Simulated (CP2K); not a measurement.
Input of a CP2K 2026.2 run:

File inse_bands.inp:

```
&GLOBAL
  PROJECT inse_bands
  RUN_TYPE ENERGY_FORCE
  PRINT_LEVEL LOW
&END GLOBAL
&FORCE_EVAL
  METHOD QS
  STRESS_TENSOR ANALYTICAL
  &DFT
    BASIS_SET_FILE_NAME BASIS_MOLOPT_UZH
    POTENTIAL_FILE_NAME POTENTIAL_UZH
    &MGRID
      CUTOFF 675
      REL_CUTOFF 60
      NGRIDS 5
    &END MGRID
    &QS
      METHOD GPW
      EPS_DEFAULT 1.0E-10
    &END QS
    &KPOINTS
      SCHEME MONKHORST-PACK 7 7 6
      GAMMA_CENTERED T
      SYMMETRY T
      SYMMETRY_BACKEND SPGLIB
    &END KPOINTS
    &SCF
      SCF_GUESS ATOMIC
      EPS_SCF 1.0E-6
      MAX_SCF 100
      ADDED_MOS 14
      CHOLESKY OFF
      EPS_EIGVAL 1.0E-7
      &DIAGONALIZATION ON
        ALGORITHM STANDARD
      &END DIAGONALIZATION
      &MIXING ON
        METHOD BROYDEN_MIXING
        ALPHA 0.4
        BETA 1.5
        NBUFFER 8
      &END MIXING
      &SMEAR ON
        METHOD FERMI_DIRAC
        ELECTRONIC_TEMPERATURE 300.56
      &END SMEAR
    &END SCF
    &XC
      &XC_FUNCTIONAL
        &MGGA_X_TASK
        &END MGGA_X_TASK
        &LDA_C_PW
        &END LDA_C_PW
      &END XC_FUNCTIONAL
    &END XC
    &PRINT
      &KPOINTS ON
      &END KPOINTS
      &MULLIKEN ON
      &END MULLIKEN
      &MO ON
        ENERGIES T
        OCCUPATION_NUMBERS T
        &EACH
          QS_SCF 0
        &END EACH
        ADD_LAST NUMERIC
      &END MO
      &BAND_STRUCTURE
        FILE_NAME bands.bs
        ADDED_MOS 6
        &KPOINT_SET
          UNITS B_VECTOR
          NPOINTS 8
          SPECIAL_POINT X 0.00000000 0.50000000 0.00000000
          SPECIAL_POINT GAMMA 0.00000000 0.00000000 0.00000000
          SPECIAL_POINT Y 0.00000000 0.00000000 -0.50000000
        &END KPOINT_SET
        &KPOINT_SET
          UNITS B_VECTOR
          NPOINTS 8
          SPECIAL_POINT L 0.00000000 0.50000000 -0.50000000
          SPECIAL_POINT GAMMA 0.00000000 0.00000000 0.00000000
          SPECIAL_POINT Z -0.50000000 -0.50000000 0.50000000
        &END KPOINT_SET
        &KPOINT_SET
          UNITS B_VECTOR
          NPOINTS 8
          SPECIAL_POINT N -0.50000000 0.00000000 0.50000000
          SPECIAL_POINT GAMMA 0.00000000 0.00000000 0.00000000
          SPECIAL_POINT M -0.50000000 -0.50000000 0.00000000
        &END KPOINT_SET
        &KPOINT_SET
          UNITS B_VECTOR
          NPOINTS 8
          SPECIAL_POINT R -0.50000000 0.00000000 0.00000000
          SPECIAL_POINT GAMMA 0.00000000 0.00000000 0.00000000
        &END KPOINT_SET
      &END BAND_STRUCTURE
    &END PRINT
  &END DFT
  &SUBSYS
    &CELL
      A 6.1780608850 0.0000000000 0.0000000000
      B 4.8114241985 3.8753881716 0.0000000000
      C -1.6251430258 -0.5730987404 4.7713478577
      PERIODIC XYZ
    &END CELL
    &COORD
      In  9.6847724575 3.4152876446 0.2234964227
      In  -0.3204303998 -0.1129982134 4.5478514350
      Se  6.1761053312 2.1779733414 3.1918199644
      Se  3.1882367265 1.1243160898 1.5795278933
    &END COORD
    &KIND In
      BASIS_SET TZVP-MOLOPT-SCAN-GTH-q13
      POTENTIAL GTH-SCAN-q13
    &END KIND
    &KIND Se
      BASIS_SET TZVP-MOLOPT-SCAN-GTH-q6
      POTENTIAL GTH-SCAN-q6
    &END KIND
    &PRINT
      &ATOMIC_COORDINATES ON
      &END ATOMIC_COORDINATES
      &CELL ON
      &END CELL
      &SYMMETRY ON
      &END SYMMETRY
    &END PRINT
  &END SUBSYS
  &PRINT
    &FORCES ON
    &END FORCES
    &STRESS_TENSOR ON
    &END STRESS_TENSOR
  &END PRINT
&END FORCE_EVAL
```

Potentials or basis: POTENTIAL_UZH In GTH-SCAN-q13, Se GTH-SCAN-q6; TZVP-MOLOPT-SCAN-GTH basis.

The run is started by

```console
$ OMP_NUM_THREADS=1 mpirun -n 3 cp2k.psmp -i inse_bands.inp -o inse_bands.out
```

Q: Predict the Mulliken charges.

A: In +0.44; Se -0.44 e.

Q: What does it give for the largest force?

A: 0.310 eV/Å.

Levels at the corners of the path, in eV from the valence-band top:
| point | band 16 | band 17 | band 18 | band 19 | band 20 | band 21 | band 22 | band 23 |
| --- | --- | --- | --- | --- | --- | --- | --- | --- |
| X | -2.26 | -1.84 | -1.64 | -1.24 | 2.24 | 3.44 | 4.86 | 5.18 |
| Γ | -2.18 | -2.05 | -1.23 | -1.17 | 3.10 | 4.04 | 4.81 | 5.72 |
| Y | -1.85 | -1.25 | -1.09 | -0.39 | 1.58 | 3.04 | 4.64 | 4.75 |
| L | -2.99 | -2.21 | -2.06 | -1.34 | 2.87 | 4.65 | 4.89 | 5.75 |
| Γ | -2.18 | -2.05 | -1.23 | -1.17 | 3.10 | 4.04 | 4.81 | 5.72 |
| Z | -1.78 | -1.30 | -0.67 | -0.42 | 2.73 | 3.90 | 4.48 | 5.67 |
| N | -2.99 | -2.21 | -2.06 | -1.34 | 2.87 | 4.65 | 4.89 | 5.75 |
| Γ | -2.18 | -2.05 | -1.23 | -1.17 | 3.10 | 4.04 | 4.81 | 5.72 |
| M | -2.36 | -1.18 | -0.72 | 0.00 | 2.05 | 3.66 | 4.50 | 5.10 |
| R | -2.26 | -1.84 | -1.64 | -1.24 | 2.24 | 3.44 | 4.86 | 5.18 |
| Γ | -2.18 | -2.05 | -1.23 | -1.17 | 3.10 | 4.04 | 4.81 | 5.72 |

Caveat: the potentials were made for another functional, which shifts forces and pressure; spin-orbit coupling is left out, which moves the levels of the heavy elements; the basis of atomic orbitals isn't converged, which shifts pressures, moduli and gaps.
